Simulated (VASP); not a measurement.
# AgCl (Chlorargyrite) (Fm-3m) in VASP: further runs, part 2 of 2

VASP 6.6.1.

## Step 5: Relaxation of cell and atoms, PBEsol

INCAR reads:

```
SYSTEM = AgCl
  PREC = Accurate
  ENCUT = 600
  EDIFF = 1E-6
  ISMEAR = 0
  SIGMA = 0.03
  LREAL = .False.
  LASPH = .True.
  NELM = 80
  ALGO = Normal
  ISIF = 3
  LWAVE = .False.
  LCHARG = .False.
  GGA = PS
  IBRION = 2
  NSW = 90
  EDIFFG = -0.01
```

KPOINTS reads:

```
regular mesh
0
Gamma
  8 8 8
  0 0 0
```

POSCAR reads:

```
AgCl
1.0
    0.0000000000      2.7350000000      2.7350000000
    2.7350000000      0.0000000000      2.7350000000
    2.7350000000      2.7350000000      0.0000000000
Ag Cl
1 1
Direct
    0.0000000000      0.0000000000      0.0000000000
    0.5000000000      0.5000000000      0.5000000000
```

On the command line:

```bash
$ cat potpaw_PBE.64/Ag/POTCAR potpaw_PBE.64/Cl/POTCAR > POTCAR
$ mpirun -np 1 vasp_std > vasp.out
```

Run time: 20 s. Hardware: 1 thread of Intel Xeon Platinum 8559C (Emerald Rapids), shared host; peak memory 0.19 GiB.

It converged, with:

```yaml
Free_energy: -6.0615 eV
Relaxed_volume: 20.18 Å³/atom
Relaxed_cell: a = 3.850 Å, b = 3.850 Å, c = 3.850 Å, α = 60.00°, β = 60.00°, γ = 60.00°
Space_group_after_relaxing_to_0.05_Å: Fm-3m (No. 225)
Energy_gained_by_relaxing: 0.6 meV/atom
Ionic_steps: 2
Pressure_after_relaxing: 0.0 GPa
Band_gap_on_the_k_mesh: 0.72 eV, indirect (least direct gap 3.23 eV)
```

Step by step:
```tsv
step	energy change (eV)	largest force (eV/Å)	pressure (GPa)	volume (Å³)
1	0.0000	0.0000	-0.74	40.92
2	-0.0013	0.0000	0.01	40.36
```

Final structure:
```
Ag Cl
1.0
     0.00000    2.72249    2.72249
     2.72249    0.00000    2.72249
     2.72249    2.72249    0.00000
Ag Cl
1 1
Direct
  0.00000 0.00000 0.00000
  0.50000 0.50000 0.50000
```

Levels at points of the mesh, in eV from the valence-band top:
| k point | band 7 | band 8 | band 9 | band 10 | band 11 | band 12 |
| --- | --- | --- | --- | --- | --- | --- |
| (0.00, 0.00, 0.00) | -2.57 | -2.57 | -2.57 | 0.72 | 10.72 | 10.72 |
| (0.50, 0.00, 0.00) | -1.94 | 0.00 | 0.00 | 3.88 | 6.75 | 7.42 |
| (0.50, 0.50, 0.00) | -2.14 | -2.14 | -2.02 | 2.14 | 7.78 | 8.64 |

Caveat: the PAW data sets were made with another functional, which shifts forces and pressure a little. A hybrid or GW would open this gap; PBEsol tends to underestimate it.

## Step 6: Relaxation of cell and atoms, PBEsol

This run uses another cell than the first one, of 20.18 Å³/atom, 0.986 times its volume.

INCAR, as its differences from that of step 5:

```diff
@@ -3,3 +3,3 @@
   ENCUT = 600
-  EDIFF = 1E-6
+  EDIFF = 1E-7
   ISMEAR = 0
@@ -16,2 +16,2 @@
   NSW = 90
-  EDIFFG = -0.01
+  EDIFFG = -0.005
```

KPOINTS is that of step 5.

POSCAR reads:

```
AgCl                                    
1.0
    0.0000000000      2.7224909989      2.7224909989
    2.7224909989      0.0000000000      2.7224909989
    2.7224909989      2.7224909989      0.0000000000
  Ag              Cl            
     1     1
Direct
     0.0000000000000000    0.0000000000000000    1.0000000000000000
     0.5000000000000000    0.5000000000000000    0.5000000000000000
```

Potentials or basis: VASP PAW PBE potentials, release 64 (Ag, Cl).

On the command line:

```bash
$ cat potpaw_PBE.64/Ag/POTCAR potpaw_PBE.64/Cl/POTCAR > POTCAR
$ mpirun -np 1 vasp_std > vasp.out
```

OUTCAR:

```text
SYSTEM = AgCl
   PREC = Accurate
   ENCUT = 600
   EDIFF = 1E-7
   ISMEAR = 0
   LREAL = .False.
   LASPH = .True.
   NELM = 80
   ISIF = 3
   GGA = PS
   IBRION = 2
   NSW = 90
   EDIFFG = -0.005

 ion  position               nearest neighbor table
   1  0.000  0.000  0.000-   2 2.72   2 2.72   2 2.72   2 2.72   2 2.72   2 2.72
   2  0.500  0.500  0.500-   1 2.72   1 2.72   1 2.72   1 2.72   1 2.72   1 2.72

  LATTYP: Found a face centered cubic cell.
 ALAT       =     5.4449819978
[... 567 lines left out ...]
      8       3.3380      2.00000
      9       3.8773      2.00000
     10       9.3914      0.00000
     11       9.8610      0.00000
     12      12.4210      0.00000
     13      12.8268      0.00000

 [... further k-points ...]
[... 5 lines left out ...]
  --------------------------------------------------------------------------------------
  -------------------------------------------------------------------------------------
  Total        0.0031400      0.0031400      0.0031400      0.0000000     -0.0000000      0.0000000
  in kB        0.1246558      0.1246558      0.1246558      0.0000000     -0.0000000      0.0000000
  external PRESSURE =       0.1246558 kB  Pullay stress =       0.0000000 kB

 VOLUME and BASIS-vectors are now :
 -----------------------------------------------------------------------------
  energy-cutoff  :      600.00
  volume of cell :       40.36
      direct lattice vectors                 reciprocal lattice vectors
     0.000000000  2.722490999  2.722490999    -0.183655336  0.183655336  0.183655336
     2.722490999  0.000000000  2.722490999     0.183655336 -0.183655336  0.183655336
     2.722490999  2.722490999  0.000000000     0.183655336  0.183655336 -0.183655336

 POSITION                                       TOTAL-FORCE (eV/Angst)
 -----------------------------------------------------------------------------------
      0.00000      0.00000      0.00000         0.000000      0.000000      0.000000
      2.72249      2.72249      2.72249         0.000000     -0.000000      0.000000
 -----------------------------------------------------------------------------------
    total drift:                                0.000000     -0.000000     -0.000000

  FREE ENERGIE OF THE ION-ELECTRON SYSTEM (eV)
  ---------------------------------------------------
  free  energy   TOTEN  =        -6.0613613935 eV

  energy  without entropy=       -6.0613613935  energy(sigma->0) =       -6.06136139

 reached required accuracy - stopping structural energy minimisation
```

OSZICAR:

```text
N       E                     dE             d eps       ncg     rms          rms(c)
DAV:   1     0.114695214695E+03    0.11470E+03   -0.96113E+03   754   0.142E+03
DAV:   2    -0.127925169573E+01   -0.11597E+03   -0.10742E+03   889   0.275E+02
DAV:   3    -0.617990157930E+01   -0.49006E+01   -0.48793E+01   854   0.609E+01
DAV:   4    -0.622032732742E+01   -0.40426E-01   -0.40420E-01   864   0.616E+00
DAV:   5    -0.622086597363E+01   -0.53865E-03   -0.53864E-03   889   0.713E-01    0.750E+00
DAV:   6    -0.606535351398E+01    0.15551E+00   -0.37618E-01   830   0.876E+00    0.486E+00
DAV:   7    -0.606274818804E+01    0.26053E-02   -0.73832E-02   774   0.219E+00    0.207E+00
DAV:   8    -0.606137728034E+01    0.13709E-02   -0.41724E-03   819   0.819E-01    0.332E-01
DAV:   9    -0.606133576860E+01    0.41512E-04   -0.54137E-04   834   0.337E-01    0.455E-02
DAV:  10    -0.606135567329E+01   -0.19905E-04   -0.36248E-05   789   0.616E-02    0.173E-02
DAV:  11    -0.606136145057E+01   -0.57773E-05   -0.47220E-06   794   0.231E-02    0.267E-03
DAV:  12    -0.606136139352E+01    0.57051E-07   -0.29212E-07   859   0.751E-03
   1 F= -.60613614E+01 E0= -.60613614E+01  d E =-.606136E+01
```

CONTCAR:

```text
AgCl
   1.00000000000000
     0.0000000000000000    2.7224909989000001    2.7224909989000001
     2.7224909989000001    0.0000000000000000    2.7224909989000001
     2.7224909989000001    2.7224909989000001    0.0000000000000000
  Ag              Cl
     1     1
Direct
     0.0000000000000000    0.0000000000000000    0.0000000000000000
     0.5000000000000000    0.5000000000000000    0.5000000000000000

  0.00000000E+00  0.00000000E+00  0.00000000E+00
  0.00000000E+00  0.00000000E+00  0.00000000E+00
```

It used 8.3 s of CPU time on 1 thread of Intel(R) Xeon(R) Platinum 8559C (Emerald Rapids), on a shared host, which was overloaded at the time.

Results:

| Item | Value |
| --- | --- |
| Free energy | -6.0614 eV |
| Pressure after relaxing | 0.0 GPa |
| Band gap on the k mesh | 0.72 eV, indirect (least direct gap 3.23 eV) |

Final structure:
```xyz
2
Lattice="0.0000 2.7225 2.7225 2.7225 0.0000 2.7225 2.7225 2.7225 0.0000" Properties=species:S:1:pos:R:3 pbc="T T T"
Ag    0.0000    0.0000    0.0000
Cl    2.7225    2.7225    2.7225
```

Levels at points of the mesh, in eV from the valence-band top:
```csv
k point,band 7,band 8,band 9,band 10,band 11,band 12
"(0.00, 0.00, 0.00)",-2.57,-2.57,-2.57,0.72,10.72,10.72
"(0.50, 0.00, 0.00)",-1.94,0.00,0.00,3.88,6.75,7.42
"(0.50, 0.50, 0.00)",-2.15,-2.15,-2.02,2.14,7.78,8.64
```

Caveat: the relaxation stopped at its first step, so nothing moved; the PAW data sets were made with another functional, which shifts forces and pressure a little.

## Step 7: The runs side by side

```tsv
task	level	cell	k mesh	cutoff (eV)	gap on the mesh (eV)	pressure (GPa)
relaxation of the atoms	PBEsol	atoms relaxed from: a relaxed cell with its volume scaled by 1.04	8 × 8 × 8	600	0.73	-2.0
relaxation of the atoms	PBEsol	atoms relaxed from: a relaxed cell with its volume scaled by 1.06	8 × 8 × 8	600	0.73	-2.8
single point	PBE	Fm-3m, 20.46 Å³/atom	6 × 6 × 6	520	0.90	3.8
relaxation of cell and atoms	PBEsol	relaxed	8 × 8 × 8	600	0.72	0.0
```

Alike in all rows: potentials or basis VASP PAW PBE potentials, release 64 (Ag, Cl); no spin polarisation; smearing gaussian 0.03 eV.

Caveats: the relaxation stopped at its first step, so nothing moved (some runs); the PAW data sets were made with another functional, which shifts forces and pressure a little (some runs).

Total energies depend on the potentials used, so only differences within one code and one set of settings carry meaning.

## Step 8: Against experiment

Step 4. Measured gap of AgCl: 3.249 eV (indirect; a printed reference work, data compilation). This calculation gives 0.90 eV (-2.35 eV). So large a miss can be the level of theory's own, or it may mean another phase, state or a wrong row. Spin-orbit coupling on Ag is left out. The value is that of PBE on a finite k mesh, which can miss the band edges, without temperature or zero-point motion. Semilocal functionals fall short of measured gaps as a rule.
